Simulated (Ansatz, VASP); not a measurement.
**Two plane-wave programs on WC (Qusongite)**

```
W C
1.0
     2.84717    0.00000    0.00000
    -1.42358    2.46572    0.00000
     0.00000    0.00000    2.77869
W C
1 1
Direct
  0.00000 0.00000 0.00000
  0.66667 0.33333 0.50000
```

Change from the starting cell: volume scaled by 0.94.

Alike in both runs: task single point; functional PBEsol; k mesh 10 × 10 × 9; occupations fermi-dirac, width 0.05 eV; no spin polarisation.

```csv
,VASP,Ansatz
version,VASP 6.6.1,Ansatz 0.2.0
potentials or method,"VASP PAW PBE potentials, release 64 (W_sv, C)",Ansatz PAW
plane-wave cutoff (eV),520,420
valence electrons in the cell,18,18
```

```csv
,VASP,Ansatz,Ansatz less VASP
gap on the k mesh at the Fermi level (eV),none,none,-
pressure (GPa),26.2,24.5,-1.66
largest component of the traceless stress (GPa),2.20,1.91,-0.281
```

A gap of «none» marks a metal or a gap that the smearing closes.

Caveats: the PAW data sets were made with another functional, which shifts forces and pressure a little (VASP); the pressure holds a Pulay correction of +0.3 GPa for the finite cutoff (Ansatz); the PAW data sets come from PBE, with cores solved anew for the run's functional, which leaves a small shift of forces and pressure (Ansatz). The runs have no spin-orbit coupling, so splittings on W are missing.
